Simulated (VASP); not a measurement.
# CaO (Pm-3m) in VASP: a series of runs

One crystal, CaO, is run at these levels: PBE; tasks: relaxation of cell and atoms.

Program: VASP 6.6.1. These are calculated values, not measurements. Logs are shortened: lines on timing, memory, paths and dates and some standing lists are left out, and cuts for length are marked.

## (1) The crystal as given

The structure is cubic, space group Pm-3m (No. 221). Conventional cell: a = 2.938 Å, b = 2.938 Å, c = 2.938 Å, α = 90.00°, β = 90.00°, γ = 90.00°. Ca (site symmetry m-3m) has 8 O at 2.54 Å as nearest neighbours. O (site symmetry m-3m) has 8 Ca at 2.54 Å as nearest neighbours.

The cell was built by a generator and needn't be a form met in nature.

## (2) Relaxation of cell and atoms, PBE, target pressure 0.0001 GPa, at which the enthalpy is minimised

File INCAR:

```
SYSTEM = CaO
PREC = Accurate
ENCUT = 520
EDIFF = 1E-7
ISMEAR = 0
SIGMA = 0.1
LREAL = .False.
LASPH = .True.
NELM = 100
ALGO = Fast
ISIF = 3
LWAVE = .False.
LCHARG = .False.
GGA = PE
IBRION = 2
NSW = 80
EDIFFG = -0.002
PSTRESS = 0.001
```

File KPOINTS:

```
Automatic mesh
0
Gamma
  8 8 8
  0 0 0
```

File POSCAR:

```
CaO                                     
1.0
    2.9380000621     -0.0000000000     -0.0000000000
    0.0000000000      2.9380000621      0.0000000000
    0.0000000000      0.0000000000      2.9380000621
  Ca              O             
     1     1
Direct
     0.0000000000000000    0.0000000000000000    1.0000000000000000
     0.5000000000000000    0.5000000000000000    0.5000000000000000
```

Potentials or basis: VASP PAW PBE potentials, release 64 (Ca_sv, O).

The run is started by

```bash
$ cat potpaw_PBE.64/Ca_sv/POTCAR potpaw_PBE.64/O/POTCAR > POTCAR
$ mpirun -np 1 vasp_std > vasp.out
```

OUTCAR:

```text
SYSTEM = CaO
   PREC = Accurate
   ENCUT = 520
   EDIFF = 1E-7
   ISMEAR = 0
   LREAL = .False.
   LASPH = .True.
   NELM = 100
   ISIF = 3
   GGA = PE
   IBRION = 2
   NSW = 80
   EDIFFG = -0.002
   PSTRESS = 0.001

 ion  position               nearest neighbor table
   1  0.000  0.000  0.000-   2 2.54   2 2.54   2 2.54   2 2.54   2 2.54   2 2.54   2 2.54   2 2.54

   2  0.500  0.500  0.500-   1 2.54   1 2.54   1 2.54   1 2.54   1 2.54   1 2.54   1 2.54   1 2.54

  LATTYP: Found a simple cubic cell.
 ALAT       =     2.9380000621

  Lattice vectors:

 A1 = (   2.9380000621,   0.0000000000,   0.0000000000)
 A2 = (   0.0000000000,   2.9380000621,   0.0000000000)
 A3 = (   0.0000000000,   0.0000000000,   2.9380000621)

Analysis of symmetry for initial positions (statically):
=====================================================================
 Subroutine PRICEL returns:
 Original cell was already a primitive cell.

 Routine SETGRP: Setting up the symmetry group for a
 simple cubic supercell.

 Subroutine GETGRP returns: Found 48 space group operations
 (whereof 48 operations were pure point group operations)
 out of a pool of 48 trial point group operations.

The static configuration has the point symmetry O_h .

Analysis of symmetry for dynamics (positions and initial velocities):
=====================================================================
 Subroutine PRICEL returns:
 Original cell was already a primitive cell.

 Routine SETGRP: Setting up the symmetry group for a
 simple cubic supercell.

 Subroutine GETGRP returns: Found 48 space group operations
 (whereof 48 operations were pure point group operations)
 out of a pool of 48 trial point group operations.

The dynamic configuration has the point symmetry O_h .

 Subroutine INISYM returns: Found 48 space group operations
 (whereof 48 operations are pure point group operations),
 and found     1 'primitive' translations

----------------------------------------------------------------------------------------

                                     Primitive cell

  volume of cell :      25.3604

  direct lattice vectors                    reciprocal lattice vectors
     2.938000062  0.000000000  0.000000000     0.340367590  0.000000000  0.000000000
     0.000000000  2.938000062  0.000000000     0.000000000  0.340367590  0.000000000
     0.000000000  0.000000000  2.938000062     0.000000000  0.000000000  0.340367590

  length of vectors
     2.938000062  2.938000062  2.938000062     0.340367590  0.340367590  0.340367590

  position of ions in fractional coordinates (direct lattice)
     0.000000000  0.000000000  0.000000000
     0.500000000  0.500000000  0.500000000

  ion indices of the primitive-cell ions
   primitive index   ion index
                 1           1
                 2           2

----------------------------------------------------------------------------------------

 KPOINTS: Automatic mesh

Automatic generation of k-mesh.
 Grid dimensions read from file:
 generate k-points for:    8    8    8

 Generating k-lattice:

  Cartesian coordinates                     Fractional coordinates (reciprocal lattice)
     0.042545949  0.000000000  0.000000000     0.125000000  0.000000000  0.000000000
     0.000000000  0.042545949  0.000000000     0.000000000  0.125000000  0.000000000
     0.000000000  0.000000000  0.042545949     0.000000000  0.000000000  0.125000000

  Length of vectors
     0.042545949  0.042545949  0.042545949

  Shift w.r.t. Gamma in fractional coordinates (k-lattice)
     0.000000000  0.000000000  0.000000000

 Subroutine IBZKPT returns following result:
 ===========================================

 Found     35 irreducible k-points:

 Following reciprocal coordinates:
            Coordinates               Weight
  0.000000  0.000000  0.000000      1.000000
  0.125000  0.000000  0.000000      6.000000
  0.250000  0.000000  0.000000      6.000000
  0.375000  0.000000  0.000000      6.000000
  0.500000  0.000000  0.000000      3.000000
  0.125000  0.125000  0.000000     12.000000
[... 16 lines left out ...]
  0.375000  0.375000  0.125000     24.000000
  0.500000  0.375000  0.125000     24.000000
 [... further k-points ...]
   k-points           NKPTS =     35   k-points in BZ     NKDIM =     35   number of bands    NBANDS=     12
   number of dos      NEDOS =    301   number of ions     NIONS =      2
   total plane-waves  NPLWV =  13824
   dimension x,y,z NGX =    24 NGY =   24 NGZ =   24
   dimension x,y,z NGXF=    48 NGYF=   48 NGZF=   48
   ions per type =               1   1
   NGX,Y,Z   is equivalent  to a cutoff of  13.58, 13.58, 13.58 a.u.
   NGXF,Y,Z  is equivalent  to a cutoff of  27.16, 27.16, 27.16 a.u.
 SYSTEM =  CaO
   PREC   = accura    normal or accurate (medium, high low for compatibility)
   ISTART =      0    job   : 0-new  1-cont  2-samecut
   ICHARG =      2    charge: 1-file 2-atom 10-const
   ISPIN  =      1    spin polarized calculation?
   LNONCOLLINEAR =      F non collinear calculations
   LSORBIT =      F    spin-orbit coupling
   LASPH  =      T    aspherical Exc in radial PAW
   ENCUT  =  520.0 eV  38.22 Ry    6.18 a.u.   5.46  5.46  5.46*2*pi/ulx,y,z
   NELM   =    100;   NELMIN=  2; NELMDL= -5     # of ELM steps
   EDIFF  = 0.1E-06   stopping-criterion for ELM
   LREAL  =      F    real-space projection
   EDIFFG = -.2E-02   stopping-criterion for IOM
   NSW    =     80    number of steps for IOM
   IBRION =      2    ionic relax: 0-MD 1-quasi-New 2-CG
   NFREE  =      1    steps in history (QN), initial steepest desc. (CG)
   ISIF   =      3    stress and relaxation
   ISYM   =      2    0-nonsym 1-usesym 2-fastsym
   POTIM  = 0.5000    time-step for ionic-motion
   TEBEG  =    0.0;   TEEND  =   0.0 temperature during run
   PSTRESS=    0.0 pullay stress
   NELECT =      16.0000    total number of electrons
   NUPDOWN=      -1.0000    fix difference up-down
   EMIN   =  10.00;   EMAX   =-10.00  energy-range for DOS
   EFERMI =   0.00;   METHOD = LEGACY
   ISMEAR =     0;   SIGMA  =   0.10  broadening in eV -4-tet -1-fermi 0-gaus
   EFERMI_NEDOS =   21; number of points for ismear=-14 and -15
   IALGO  =     68    algorithm
   IMIX   =      4    mixing-type and parameters
     AMIX     =   0.40;   BMIX     =  1.00
     AMIX_MAG =   1.60;   BMIX_MAG =  1.00
  volume/ion in A,a.u.               =      12.68        85.57
  Fermi-wavevector in a.u.,A,eV,Ry     =   1.404095  2.653354 26.823635  1.971482
  Thomas-Fermi vector in A             =   2.526691
   LORBIT       =      0    0 simple, 1 ext, 2 COOP (PROOUT), +10 PAW based schemes
   GGA     = PE    functional components
   LHFCALC =     F    Hartree Fock is set to
   AEXX    =    0.0000 exact exchange contribution
   IVDW    =     0    specifies the selected vdW correction
   LEPSILON=     F    determine dielectric tensor
   LRPA    =     F    only Hartree local field effects (RPA)
 conjugate gradient relaxation of ions
 non-spin polarized calculation
 RMM-DIIS sequential band-by-band and
 Gauss-broadening in eV      SIGMA  =   0.10
  energy-cutoff  :      520.00
  volume of cell :       25.36
 maximum number of plane-waves:       703
 NGX is ok and might be reduce to    24
   NGX = 11   NGY = 11   NGZ = 11

--------------------------------------- Ionic step        1  -------------------------------------------

 number of electron      15.9999994 magnetization

 Free energy of the ion-electron system (eV)
  ---------------------------------------------------
  ext. energy  EPLUGINS =         0.00000000
  ---------------------------------------------------
  free energy    TOTEN  =       -11.82643441 eV

  energy without entropy =      -11.82643441  energy(sigma->0) =      -11.82643441

------------------------ aborting loop because EDIFF is reached ----------------------------------------

  FORCE on cell =-STRESS in cart. coord.  units (eV):
  Direction    XX          YY          ZZ          XY          YZ          ZX
  --------------------------------------------------------------------------------------
  -------------------------------------------------------------------------------------
  Total        0.0246735      0.0246735      0.0246735     -0.0000000      0.0000000      0.0000000
  in kB        1.5587864      1.5587864      1.5587864     -0.0000000      0.0000000      0.0000000
  external PRESSURE =       1.5577864 kB  Pullay stress =       0.0010000 kB
[... 61 lines left out ...]
  enthalpy is  TOTEN    =       -11.8264362300 eV   P V=        0.0000158569

--------------------------------------- Ionic step        3  -------------------------------------------

 number of electron      15.9999994 magnetization

 Free energy of the ion-electron system (eV)
  ---------------------------------------------------
  ext. energy  EPLUGINS =         0.00000000
  ---------------------------------------------------
  free energy    TOTEN  =       -11.82645253 eV

  energy without entropy =      -11.82645253  energy(sigma->0) =      -11.82645253

 E-fermi :   4.3816     XC(G=0): -11.0701

 val. band max:        3.9295527135   @ k =   0.5000   0.5000   0.0000
 cond. band min:       6.6985751673   @ k =   0.0000   0.0000   0.0000
 fundamental gap:      2.7690224539
 Fermi energy:         4.3816156158

 k-point     1 :       0.0000    0.0000    0.0000
  band No.  band energies     occupation
      1     -35.4587      2.00000
      2     -15.9540      2.00000
      3     -15.9540      2.00000
      4     -15.9540      2.00000
      5     -12.4116      2.00000
      6       3.6204      2.00000
      7       3.6204      2.00000
      8       3.6204      2.00000
      9       6.6986      0.00000
     10       6.6986      0.00000
     11       8.7374      0.00000
     12      12.1501      0.00000
[... 331 lines left out ...]
 k-point    24 :       0.5000    0.3750    0.1250
  band No.  band energies     occupation
      1     -35.1768      2.00000
      2     -16.8569      2.00000
      3     -16.6559      2.00000
      4     -15.9015      2.00000
      5     -11.6304      2.00000
      6       1.4813      2.00000
      7       1.8132      2.00000
      8       3.2541      2.00000
      9       8.4481      0.00000
     10       9.2905      0.00000
     11      10.6738      0.00000
     12      10.8206      0.00000

 [... further k-points ...]

------------------------ aborting loop because EDIFF is reached ----------------------------------------

  FORCE on cell =-STRESS in cart. coord.  units (eV):
  Direction    XX          YY          ZZ          XY          YZ          ZX
  --------------------------------------------------------------------------------------
  -------------------------------------------------------------------------------------
  Total       -0.0002138     -0.0002138     -0.0002138      0.0000000      0.0000000     -0.0000000
  in kB       -0.0134880     -0.0134880     -0.0134880      0.0000000      0.0000000     -0.0000000
  external PRESSURE =      -0.0144880 kB  Pullay stress =       0.0010000 kB
[... 17 lines left out ...]
  FREE ENERGIE OF THE ION-ELECTRON SYSTEM (eV)
  ---------------------------------------------------
  free  energy   TOTEN  =       -11.8264525330 eV

  energy  without entropy=      -11.8264525330  energy(sigma->0) =      -11.82645253

  enthalpy is  TOTEN    =       -11.8264366805 eV   P V=        0.0000158525

 reached required accuracy - stopping structural energy minimisation
```

Run time: 16 s. Hardware: 1 thread of Intel Xeon Platinum 8488C (Sapphire Rapids), shared host; peak memory 0.14 GiB.

Results:

```
Free energy                                            : -11.8265 eV
Relaxed volume                                         : 12.70 Å³/atom
Relaxed cell                                           : a = 2.939 Å, b = 2.939 Å, c = 2.939 Å, α = 90.00°, β = 90.00°, γ = 90.00°
Space group after relaxing (to 0.05 Å)                 : Pm-3m (No. 221)
Energy change on relaxing (the enthalpy is what falls) : -0.0 meV/atom
Ionic steps                                            : 3
Pressure after relaxing                                : 0.0 GPa
Band gap on the k mesh                                 : 2.77 eV, indirect (least direct gap 3.08 eV)
```

Final structure:
```yaml
crystal:
  lattice:
    - [2.93947, 0.00000, 0.00000]
    - [0.00000, 2.93947, 0.00000]
    - [0.00000, 0.00000, 2.93947]
  atoms:
    - { symbol: Ca, position: [0.00000, 0.00000, 0.00000] }
    - { symbol: O, position: [0.50000, 0.50000, 0.50000] }
```

Caveat: the cell is relaxed towards a set pressure, so the enthalpy falls and the energy may rise.

(Continued in part 2 of 2.)
